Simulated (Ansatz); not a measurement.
# WS2 (CdCl2 (3R octahedral) bulk): Wannier functions and tight-binding models, part 1 of 3

Aim: build maximally localised Wannier functions for WS2 (CdCl2 (3R octahedral) bulk) from several sets of trial orbitals, and check spreads and centres, and how well the models interpolate the bands. The runs, in order: PBE, anion s p, 6×6×6; PBE, anion s p, 4×4×4; PBE, anion s p, 8×8×8; PBE, anion p, 6×6×6; PBE, metal d and anion p, 6×6×6; PBE, metal d and anion p, disentangled, 6×6×6; PBE, metal d, 6×6×6 (level, trial orbitals, Wannier mesh).

Program: Ansatz 0.2.0. Level of theory: plane waves, PAW. These are calculated values, not measurements.

2 further runs of the same task are left out: 2 that didn't finish. Runs told in other sessions of the task aren't counted.

### 1 The structure to begin with

Symmetry: R-3m, No. 166, trigonal system. The conventional cell has a = 3.197 Å, b = 3.197 Å, c = 18.261 Å, α = 90.00°, β = 90.00°, γ = 120.00°. Around W (site symmetry -3m) lie 6 S at 2.42 Å. S (site symmetry 3m) has 3 W at 2.42 Å in its first shell of neighbours.

Structure file:

```
CELL_PARAMETERS angstrom
1.59860 0.92295 6.08710
-1.59860 0.92295 6.08710
0.00000 -1.84590 6.08710
ATOMIC_POSITIONS crystal
W 0.00000 0.00000 0.00000
S 0.24773 0.24773 0.24773
S 0.75227 0.75227 0.75227
```

Cell and atoms come from an earlier r2SCAN+rVV10 relaxation. No spin polarisation is used; should the compound be magnetic, its bands and low-energy spectrum would differ. No run includes spin-orbit coupling, which matters for W.

### 2 PBE, anion s p, 6×6×6

File input.yaml:

```yaml
crystal:
  lattice:
    - [1.5985959956, 0.9229498284, 6.0871024982]
    - [-1.5985959956, 0.9229498284, 6.0871024982]
    - [0.0, -1.8458996568, 6.0871024982]
  atoms:
    - { symbol: W, position: [0.0, 0.0, 0.0] }
    - { symbol: S, position: [0.2477300228, 0.2477300228, 0.2477300228] }
    - { symbol: S, position: [0.7522699772, 0.7522699772, 0.7522699772] }
kpoints:
  mp_grid: { grid: [8, 8, 8] }
  band_path:
    path:
      - [[0.0, 0.0, 0.0], [0.5, 0.5, 0.5], [0.8180068083208, 0.1819931916792, 0.5]]
      - [[0.5, -0.1819931916792, 0.1819931916792], [0.5, 9.847157417517e-17, -4.288641166765e-17], [0.0, 0.0, 0.0], [0.3409965958396, -0.3409965958396, 4.230319738108e-18]]
      - [[0.6590034041604, 2.138433569743e-16, 0.3409965958396], [0.5, 1.431643640529e-16, 0.5], [0.0, 0.0, 0.0]]
    npoints: 10
hamiltonian:
  xc: pbe
scf:
  occupations: { method: fermi_dirac, width: 0.02 }
  n_extra_bands: 6
output:
  forces: false
  stress: false
  eigenvalues: true
  wannier:
    kmesh: [6, 6, 6]
    projections: [{ species: S, l: s, shell: 3 }, { species: S, l: p, shell: 3 }]
    minimise: true
    write_hr: true
    conv_tol: 1.0e-08
    max_iter: 3000
  write_density: true
  write_potential: true
  elf: true
  volumetric_format: npy
```

The run is started by

```console
> ansatz run input.yaml --threads 4 --pin off --max-ram 3686MiB --backend cpu --events-out ev --progress --plain --runs-dir out
```

Standard output:

```text
Warning: RAYON_NUM_THREADS=4 ignored (pool sized by the plan → 4); use --threads N
basis.fft_grid_basis auto: the FFT boxes are laid along the combinations [[1, -1, 0], [0, 1, 0], [0, -1, 1]] of the cell's own vectors, 3.197, 6.361 and 3.197 Å long. The dense box has 24×45×24 points. Along the cell's own vectors, as sized, it would have 45×45×45, 3.52 times as many. Of the 12 symmetry operations that the crystal satisfies within crystal.symmetry.tolerance (time reversal apart; of a slab, those that keep its plane) the dense box along the cell's own vectors carries 12, and the one as laid loses 8 of those. basis.fft_grid_basis: typed keeps the cell's own vectors: state it where this run's energies or levels are differenced outside the engine with another run's, or held beside a run that keeps those vectors. Those combinations have planes normal to reciprocal vector 3, as the cell's own vectors have. Each planar average written beside output.write_density, output.write_potential has a row for each plane of the box: 24. The volumetric files lie along those combinations, not along the cell's own vectors: a cube or XSF file states them, and fields.json those of NumPy files.
scf.n_extra_bands = 6 over 13 filled bands (N_el = 26.0): the run solves 19 bands
Engine: ansatz 0.2.0, aarch64-unknown-linux-gnu
Pseudopotentials: kind: paw
Pseudopotential: W, paw, valence charge 14, recommended cutoff 420 eV (normal), W.paw.azcp
Pseudopotential: S, paw, valence charge 6, recommended cutoff 420 eV (normal), S.paw.azcp
Functional definition: PBE
  parameter kappa = 0.804
  parameter beta = 0.06672455060314922
  exchange = pbe_x(kappa = kappa, mu = beta*pi^2/3)
  correlation = pbe_c(beta = beta)
Crystal: 3 atoms, lattice volume = 53.886 Å³
Basis set: ecut = 420 eV, 1071 PW (Γ), FFT grids on a1−a2, a2, −a2+a3
Bands: 19, of which v1, the nominal top of the filled ones, is band 13 counted from 1 (12 counted from 0)
Symmetry: 12 space group operations
Space group: R-3m (ITA 166), of the structure as read, at distance tolerance 3.8e-5 Å
k-points: 65 of 512
Non-local potential: W, projectors of the file, l = 0: 3, l = 1: 2, l = 2: 2, l = 3: 1
Non-local potential: S, projectors of the file, l = 0: 2, l = 1: 2, l = 2: 2
PAW form: soft (Blöchl's): semilocal exchange-correlation on the pseudo side does not see the compensation charge
PAW one-centre angular grid: W, 590 points (default); XC on 64 Gauss nodes
PAW one-centre angular grid: S, 110 points (default); XC on 64 Gauss nodes
Initial density: superposition of atomic densities (neutral atoms: chi_scale 0, normalization atom), corrected by the library's trained network
Initial wavefunctions: pseudopotential atomic-orbital guess
Functional: x = pbe(κ = 0.804, μ = 0.2195149727645171), c = pbe(β = 0.06672455060314922)
SCF iter   1: F=—  HF=-12190.504961 eV  |F-HF|=—  |Δ(HF+E_count)|=         —  Δρ=4.07e-3  dr2=1.62e-2  ethr=1.77e-3  ⟨swp⟩=6.1  Hψ=7222  notcnv=0
preconditioner: auto → LDOS  [metal: Δε(μ)=0.015 eV  Ē_g=9.967 eV  σ=0.020 eV  W_gap=0.18  n_scr=16 (ndim 8)  ℏωp=21.5 eV  f_vac=0.011  D(μ)=2.22/eV (n_scr^D=22)  β→1.0]
SCF iter   2: F=—  HF=-12190.503697 eV  |F-HF|=—  |Δ(HF+E_count)|=   1.26e-3  Δρ=1.89e-3  dr2=3.08e-3  ethr=6.25e-5  ⟨swp⟩=2.9  Hψ=2508  notcnv=0  defer=81
SCF iter   3: F=—  HF=-12190.503014 eV  |F-HF|=—  |Δ(HF+E_count)|=   6.83e-4  Δρ=3.93e-4  dr2=1.74e-4  ethr=1.18e-5  ⟨swp⟩=2.0  Hψ=1965  notcnv=0  defer=81
SCF iter   4: F=—  HF=-12190.502987 eV  |F-HF|=—  |Δ(HF+E_count)|=   2.65e-5  Δρ=1.00e-4  dr2=5.80e-6  ethr=6.68e-7  ⟨swp⟩=2.0  Hψ=1624  notcnv=0  defer=81
SCF iter   5: F=—  HF=-12190.502990 eV  |F-HF|=—  |Δ(HF+E_count)|=   3.25e-6  Δρ=1.79e-5  dr2=1.65e-7  ethr=2.23e-8  ⟨swp⟩=2.2  Hψ=1675  notcnv=0  defer=81
SCF iter   6: F=-12190.502990 eV  HF=-12190.502990 eV  |F-HF|=1.22e-9  |Δ(HF+E_count)|=   7.27e-8  Δρ=3.25e-6  dr2=5.51e-9  ethr=3.85e-10  ⟨swp⟩=6.3  Hψ=3823  notcnv=0
SCF 1 converged in 6 iterations: F = -12190.502990 eV  dr2 = 5.51e-9
NSCF: frozen V_eff on 73 k-points
NSCF: frozen V_eff on 35 k-points
WARN: eigensolver did not converge in 2 slots of this pass, the one above among them; of largest residual over every band (k=5): 1 band(s) unlocked (lowest unlocked band 18, counted from 0; max residual 3.55e-5 eV among the unlocked bands, 3.55e-5 eV over every band); of lowest unlocked band (k=5): band 18
the Wannier pass solved 35 of the 216 points of its mesh, and has the states at the others by symmetry: states obtained by the crystal's operations at points that were solved too leave a residual of 1.92e-13 eV (read by the count's bands and the next), within 8.33e-6 eV
NSCF: frozen V_eff on 35 k-points
the Wannier pass solved 35 of the 216 points of its mesh, and has the states at the others by symmetry: states obtained by the crystal's operations at points that were solved too leave a residual of 4.10e-13 eV (read by the count's bands and the next), within 8.33e-6 eV
SCF converged after 6 iterations
Free energy (F): -12190.502990 eV
Harris-Foulkes:  -12190.502990 eV  (|F-HF|=1.22e-9)
Internal energy: -12190.500210 eV  (E = F + TS)
E sigma→0 (E₀):  -12190.501600 eV
Entropy (-TS):   -0.002780 eV (-0.927 meV/atom)
Fermi energy:    11.786115 eV
--- Per-component energies (eV) ---
  E_band       = -190.550560
  E_kinetic    = 666.031009
  E_local      = -1705.635617  (includes V_loc(G=0)·N_el)
  E_nonlocal   = 57.678478
  E_hartree    = 670.543646
  E_xc         = -461.779398
  E_vxc        = -414.557599  (∫ρ·V_xc dr)
  E_paw        = -9763.182693  (= ΣΔE_a)
  E_vpaw       = -135.151668  (= ΣTr[D̂ρ^β])
  E_aug_tail   = -0.000060  (compensation charges beyond the density's cutoff)
  E_ewald      = -1654.155576
  E_smearing   = -0.002780  (= −TS)
  E_closure    = 0.000000  (closes the sum)
  Σ components = -12190.502990   (vs F -12190.502990, Δ=0.00e0)
--- Band table (eV; the first three rows and the last of 65) ---
  k-point 0: bands = ["-63.1111", "-27.2959", "-27.2959", "-27.2953", "-3.9155", "-2.0178", "4.0412", "7.4954", "7.4954", "9.8206", "10.4844", "10.9332", "10.9332", "11.2489", "11.2489", "15.1525", "15.1525", "17.4171", "17.4171"]
  k-point 1: bands = ["-63.1088", "-27.3435", "-27.3070", "-27.2866", "-3.6475", "-1.9766", "4.3811", "6.9565", "7.6261", "9.2908", "9.9486", "10.0322", "10.5899", "11.7776", "12.1679", "14.6810", "15.0498", "18.2317", "18.4629"]
  k-point 2: bands = ["-63.1032", "-27.4569", "-27.3337", "-27.2657", "-2.9416", "-1.8463", "5.1464", "6.3994", "7.1079", "7.7107", "9.4268", "9.5713", "10.1302", "12.4690", "12.7941", "15.0020", "15.0869", "18.2393", "18.9554"]
  k-point 64: bands = ["-63.1111", "-27.2959", "-27.2959", "-27.2954", "-3.6549", "-2.4866", "5.1663", "7.5192", "7.5192", "7.5206", "10.9519", "10.9519", "11.1208", "11.1208", "11.6679", "15.2872", "15.2872", "17.4671", "18.6945"]
Wannier search: line search 1 of at most 3000: gauge-dependent spread (as the search counts it) 3.7102368 Å², largest recent change 8.7e-1 Å² and fall left 5.9e-2 Å² against conv_tol 1.0e-8 Å², 0 stops escaped
```

Wall time 3.4 s (4 threads of Arm Neoverse V2, shared host); peak memory 0.41 GiB.

The eigensolver's warning concerns residuals under 0.0001 eV, too small to move the results.

wannier.win names the bands that the functions span: 5-6, combinations of 7-15 (counted from 1; 13 are filled by count, though the bands overlap). Combinations are drawn from entangled bands, so such a model needn't follow any one band.

The head of wannier.spreads.toml:

```toml
omega_i_ang2 = 11.780608147618409
omega_d_ang2 = 0.02231615712593563
omega_od_ang2 = 1.8275514468205025
omega_total_ang2 = 13.630475751564846
least_projectability = 0.5422940060867473
b_vectors_match_mmn = true
n_iter = 28
converged = true
rejected_fitted_steps = 0
```

The functions (centres in Å, on-site energies from the highest level of the last filled band):

```csv
n,x,y,z,spread (Å²),on-site (eV),nearest atoms,distance (Å)
1,0.000,0.000,4.188,1.618,-7.711,S2,0.34
2,0.000,0.000,14.073,1.618,-7.711,S3,0.34
3,-0.483,0.279,5.014,1.732,-7.181,S2,0.74
4,0.483,0.279,5.014,1.732,-7.181,S2,0.74
5,0.000,-0.558,5.014,1.732,-7.181,S2,0.74
6,0.483,-0.279,13.247,1.732,-7.181,S3,0.74
7,-0.483,-0.279,13.247,1.732,-7.181,S3,0.74
8,0.000,0.558,13.247,1.732,-7.181,S3,0.74
```

The largest hoppings ⟨m, 0|H|n, R⟩, one of each Hermitian pair (signs follow the phases of the functions):

```csv
m,n,R,distance (Å),t (eV)
2,8,0 0 0,1.00,-2.372
2,6,0 0 0,1.00,2.372
1,3,0 0 0,1.00,-2.372
2,7,0 0 0,1.00,2.372
1,5,0 0 0,1.00,2.372
1,4,0 0 0,1.00,-2.372
3,5,0 0 0,0.97,2.194
3,4,0 0 0,0.97,-2.194
4,5,0 0 0,0.97,2.194
6,8,0 0 0,0.97,2.194
7,8,0 0 0,0.97,2.194
6,7,0 0 0,0.97,-2.194
6,3,1 -1 1,3.35,0.911
4,7,1 -1 -1,3.35,0.911
```

Interpolated bands at the corners of the path, eV from the highest level of the last filled band:

```csv
point,e1,e2,e3,e4,e5,e6,e7,e8
Γ,-16.20,-14.30,-8.22,-4.79,-4.79,-2.47,-1.04,-1.04
T,-15.94,-14.77,-6.92,-4.77,-4.77,-4.77,-1.17,-1.17
H_2,-13.74,-13.64,-6.82,-6.62,-6.28,-5.26,-4.62,-4.12
H_0,-13.74,-13.64,-6.82,-6.62,-6.28,-5.26,-4.62,-4.12
L,-14.34,-13.40,-8.05,-6.12,-6.01,-4.96,-3.74,-2.40
Γ,-16.20,-14.30,-8.22,-4.79,-4.79,-2.47,-1.04,-1.04
S_0,-13.70,-13.67,-6.80,-6.55,-6.35,-5.16,-4.70,-4.16
S_2,-13.70,-13.67,-6.80,-6.55,-6.35,-5.16,-4.70,-4.16
F,-14.24,-13.53,-8.24,-6.23,-5.19,-4.86,-3.71,-2.65
Γ,-16.20,-14.30,-8.22,-4.79,-4.79,-2.47,-1.04,-1.04
```

Along the path each interpolated band stays within 0.01, 0.01, 0.29, 0.31, 0.24, 0.34, 0.56, 0.58 eV of the nearest computed level, from the lowest band up.

The maps below are laid out on this run's own conventional cell (a, b, c = 3.197, 3.197, 18.261 Å).

Density in a lattice plane of the grid's cell (edges 3.20 and 18.26 Å, at 0.000 of the third edge), which holds W and S.

Ten even steps from ' ' (-0.01 e/Å³) to '@' (4.30 e/Å³):
```
::..  ..  ..
      ..    
            
....      ..
  ::..  ..::
....  ..  ..
    ......  
    ......  
            
            
            
    ......  
    ......  
....  ..  ..
  ::..  ..::
....      ..
            
      ..    
::..  ..  ..
%%@@..  ..@@
```
Columns run along the first of these edges and rows up along the second, over one cell in 6 and 20 even steps from the bottom left corner. Atoms in the plane (fractional): W at (0.00, 0.00), S at (0.00, 0.25), S at (0.00, 0.75).

ELF in the same plane.

Ten even steps from ' ' (0.00) to '@' (0.94):
```
==::++##++::
..::##%%##::
    ..--..  
@@@@==  ==@@
  **##..##**
##**::::::**
::::::::::::
  ::##%%##::
  ..**%%**..
            
  ..**%%**..
  ::##%%##::
::::::::::::
##**::::::**
  **##..##**
@@@@==  ==@@
    ..--..  
..::##%%##::
==::++##++::
  ##::--::##
```
Columns run along the first of these edges and rows up along the second, over one cell in 6 and 20 even steps from the bottom left corner. Atoms in the plane (fractional): W at (0.00, 0.00), S at (0.00, 0.25), S at (0.00, 0.75).

Both are smooth fields of the valence electrons: close to the nuclei they are not physical.

Maxima of ELF outside the ion cores: 0.94 beside S, off the lines to its neighbours, 0.9 Å from S; 0.86 on the S–W line, 0.8 Å from S; 0.86 in the shell around S, 0.7 Å from S.

### 3 PBE, anion s p, 4×4×4

Edit input.yaml of step 2 so:

```diff
@@ -27,3 +27,3 @@
   wannier:
-    kmesh: [6, 6, 6]
+    kmesh: [4, 4, 4]
     projections: [{ species: S, l: s, shell: 3 }, { species: S, l: p, shell: 3 }]
```

The run is started by

```console
> ansatz run input.yaml --threads 4 --pin off --max-ram 3686MiB --backend cpu --events-out ev --progress --plain --runs-dir out
```

Standard output, shortened:

```text
Warning: RAYON_NUM_THREADS=4 ignored (pool sized by the plan → 4); use --threads N
[...]
scf.n_extra_bands = 6 over 13 filled bands (N_el = 26.0): the run solves 19 bands
[...]
[... 4 set-up lines as earlier in the session ...]
[...]
Crystal: 3 atoms, lattice volume = 53.886 Å³
[...]
Fermi energy:    11.786115 eV
[...]
--- Band table (eV; the first three rows and the last of 65) ---
  k-point 0: bands = ["-63.1111", "-27.2959", "-27.2959", "-27.2953", "-3.9155", "-2.0178", "4.0412", "7.4954", "7.4954", "9.8206", "10.4844", "10.9332", "10.9332", "11.2489", "11.2489", "15.1525", "15.1525", "17.4171", "17.4171"]
[...]
Wannier search: line search 1 of at most 3000: gauge-dependent spread (as the search counts it) 3.5177170 Å², largest recent change 7.6e-1 Å² and fall left 1.5e-1 Å² against conv_tol 1.0e-8 Å², 0 stops escaped
```

Run time: 2.3 s. Hardware: 4 threads of Arm Neoverse V2, shared host; peak memory 0.36 GiB.

wannier.win names the bands that the functions span: 5-6, combinations of 7-15 (counted from 1; 13 are filled by count, though the bands overlap). Combinations are drawn from entangled bands, so such a model needn't follow any one band.

The head of wannier.spreads.toml:

```toml
omega_i_ang2 = 10.549130510552317
omega_d_ang2 = 0.02400622398537992
omega_od_ang2 = 1.8898162988991865
omega_total_ang2 = 12.462953033436882
least_projectability = 0.5422940060857155
b_vectors_match_mmn = true
n_iter = 28
converged = true
rejected_fitted_steps = 0
```

The functions (centres in Å, on-site energies from the highest level of the last filled band):

```csv
n,x,y,z,spread (Å²),on-site (eV),nearest atoms,distance (Å)
1,0.000,0.000,4.178,1.473,-7.859,S2,0.35
2,0.000,0.000,14.084,1.473,-7.859,S3,0.35
3,-0.472,0.273,5.015,1.586,-7.139,S2,0.73
4,0.472,0.273,5.015,1.586,-7.139,S2,0.73
5,0.000,-0.545,5.015,1.586,-7.139,S2,0.73
6,0.472,-0.273,13.247,1.586,-7.139,S3,0.73
7,-0.472,-0.273,13.247,1.586,-7.139,S3,0.73
8,0.000,0.545,13.247,1.586,-7.139,S3,0.73
```

Along the path each interpolated band stays within 0.03, 0.03, 0.22, 0.35, 0.27, 0.49, 0.56, 0.57 eV of the nearest computed level, from the lowest band up.

### 4 PBE, anion s p, 8×8×8

Edit input.yaml of step 3 so:

```diff
@@ -27,3 +27,3 @@
   wannier:
-    kmesh: [4, 4, 4]
+    kmesh: [8, 8, 8]
     projections: [{ species: S, l: s, shell: 3 }, { species: S, l: p, shell: 3 }]
@@ -33,5 +33 @@
     max_iter: 3000
-  write_density: true
-  write_potential: true
-  elf: true
-  volumetric_format: npy
```

The run is started by

```console
> ansatz run input.yaml --threads 4 --pin off --max-ram 3686MiB --backend cpu --events-out ev --progress --plain --runs-dir out
```

Standard output, shortened:

```text
Warning: RAYON_NUM_THREADS=4 ignored (pool sized by the plan → 4); use --threads N
[...]
scf.n_extra_bands = 6 over 13 filled bands (N_el = 26.0): the run solves 19 bands
[...]
[... 4 set-up lines as earlier in the session ...]
[...]
Crystal: 3 atoms, lattice volume = 53.886 Å³
[...]
Fermi energy:    11.786115 eV
[...]
--- Band table (eV; the first three rows and the last of 65) ---
  k-point 0: bands = ["-63.1111", "-27.2959", "-27.2959", "-27.2953", "-3.9155", "-2.0178", "4.0412", "7.4954", "7.4954", "9.8206", "10.4844", "10.9332", "10.9332", "11.2489", "11.2489", "15.1525", "15.1525", "17.4171", "17.4171"]
[...]
Wannier search: line search 1 of at most 3000: gauge-dependent spread (as the search counts it) 3.8063515 Å², largest recent change 9.2e-1 Å² and fall left 3.3e-2 Å² against conv_tol 1.0e-8 Å², 0 stops escaped
```

Wall time 5.5 s (4 threads of Arm Neoverse V2, shared host); peak memory 0.58 GiB.

wannier.win names the bands that the functions span: 5-6, combinations of 7-15 (counted from 1; 13 are filled by count, though the bands overlap). Combinations are drawn from entangled bands, so such a model needn't follow any one band.

The head of wannier.spreads.toml:

```toml
omega_i_ang2 = 12.678014091472392
omega_d_ang2 = 0.024189319324484215
omega_od_ang2 = 1.7919628511608168
omega_total_ang2 = 14.494166261957693
least_projectability = 0.5422940893935215
b_vectors_match_mmn = true
n_iter = 27
converged = true
rejected_fitted_steps = 0
```

The functions (centres in Å, on-site energies from the highest level of the last filled band):

```csv
n,x,y,z,spread (Å²),on-site (eV),nearest atoms,distance (Å)
1,0.000,0.000,4.187,1.700,-7.656,S2,0.34
2,0.000,0.000,14.074,1.700,-7.656,S3,0.34
3,-0.486,0.280,5.014,1.849,-7.197,S2,0.74
4,0.486,0.280,5.014,1.849,-7.197,S2,0.74
5,0.000,-0.561,5.014,1.849,-7.197,S2,0.74
6,0.486,-0.280,13.247,1.849,-7.197,S3,0.74
7,-0.486,-0.280,13.247,1.849,-7.197,S3,0.74
8,0.000,0.561,13.247,1.849,-7.197,S3,0.74
```

Along the path each interpolated band stays within 0.00, 0.00, 0.39, 0.36, 0.33, 0.41, 0.40, 0.61 eV of the nearest computed level, from the lowest band up.

(Continued in part 2 of 3.)
